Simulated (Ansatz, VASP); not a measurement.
This is a calculation of Si for Ansatz 0.2.0.

Contents of input.yaml:

```yaml
crystal:
  lattice:
    - [2.6205428149, 0.0, 0.0]
    - [-1.3102714075, 2.2694566494, 0.0]
    - [0.0, 0.0, 2.46635439]
  atoms:
    - { symbol: Si, position: [0.0, 0.0, 0.0] }
hamiltonian:
  xc: pbe
  pseudopotentials: { kind: paw }
kpoints:
  mp_grid: { grid: [12, 12, 11] }
scf:
  occupations: { method: gaussian, width: 0.1 }
output:
  forces: true
  stress: true
  eigenvalues: true
```

Potentials or basis: Ansatz PAW.

Launch:

```console
$ ansatz run input.yaml --threads 2 --pin off --max-ram 5632MiB --backend cpu --events-out ev --progress --plain --runs-dir out
```

**Question.** Translate it to VASP 6.6.1. Potentials there: VASP PAW PBE potentials, release 64 (Si).

**Answer.** As run (the cutoff follows the program's own potentials):

run.py

```python
from ase.calculators.vasp import Vasp
from ase.dft.bandgap import bandgap
from ase.io import read

atoms = read('Si.cif')
calc = Vasp(
    directory='calc',
    xc='pbe',
    pp='PBE',
    setups='recommended',
    prec='Accurate',
    encut=520,
    ediff=1e-06,
    ismear=0,
    sigma=0.1,
    lreal=False,
    lasph=True,
    nelm=60,
    algo='Normal',
    isif=2,
    lwave=False,
    lcharg=True,
    lelf=True,
    lvhar=True,
    kpts=[12, 12, 11],
    gamma=True,
    nbands=8,
)
atoms.calc = calc

print('energy (eV):', atoms.get_potential_energy())
print('free energy (eV):', atoms.get_potential_energy(force_consistent=True))
print('forces (eV/A):')
print(atoms.get_forces())
print('stress (eV/A^3, Voigt):', atoms.get_stress())
print('Fermi level (eV):', calc.get_fermi_level())
gap, top, bottom = bandgap(calc)
print('band gap (eV):', gap, 'from (spin, k, band)', top, 'to', bottom)
```

The input Si.cif:

```cif
data_Si
_cell_length_a 2.62054281
_cell_length_b 2.62054281
_cell_length_c 2.46635439
_cell_angle_alpha 90.00000000
_cell_angle_beta 90.00000000
_cell_angle_gamma 120.00000000
_space_group_name_H-M_alt 'P1'
_space_group_name_Hall 'P 1'
_space_group_IT_number 1
loop_
_space_group_symop_operation_xyz
'x,y,z'
loop_
_atom_site_label
_atom_site_type_symbol
_atom_site_symmetry_multiplicity
_atom_site_Wyckoff_symbol
_atom_site_fract_x
_atom_site_fract_y
_atom_site_fract_z
_atom_site_occupancy
Si1 Si 1 a 0.0000000000 0.0000000000 0.0000000000 1
```

Potentials or basis: VASP PAW PBE potentials, release 64 (Si).

Command:

```console
$ python run.py
```

Both were run:

|  | VASP | Ansatz | Ansatz less VASP |
| --- | --- | --- | --- |
| gap on the k mesh at the Fermi level (eV) | none | none | - |
| pressure (GPa) | 3.0 | 3.1 | +0.06 |
| largest component of the traceless stress (GPa) | 3.09 | 3.09 | -0.001 |

A gap of «none» marks a metal or a gap that the smearing closes. The functional is the same, so the differences come from potentials, cutoffs and numerics.
